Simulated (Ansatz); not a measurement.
Equation of state of selenium, bcc

Method: Ansatz 0.2.0, DFT, RPBE, plane waves (420 eV) with PAW, scalar-relativistic. (PAW data from PBE, frozen cores regenerated.)

The cell is scaled uniformly from the relaxed one, with fractional coordinates and shape fixed. Energies are extrapolated to zero smearing, pressures are those at the given smearing. Magnetic state: spin not included.

```
V (Å³/atom)  E − E₀ (meV/atom)  P (GPa)
     18.393               82.4    11.64
     19.229               34.6     6.97
     20.065                8.6     3.24
     20.901                0.0     0.27
     21.737                5.3    -2.10
     22.573               21.7    -3.97
     23.409               46.9    -5.43
```

Problem. Fit a third-order Birch-Murnaghan equation.

Solution. V₀ = 20.97 Å³/atom, B₀ = 65 GPa, B₀′ = 4.7.
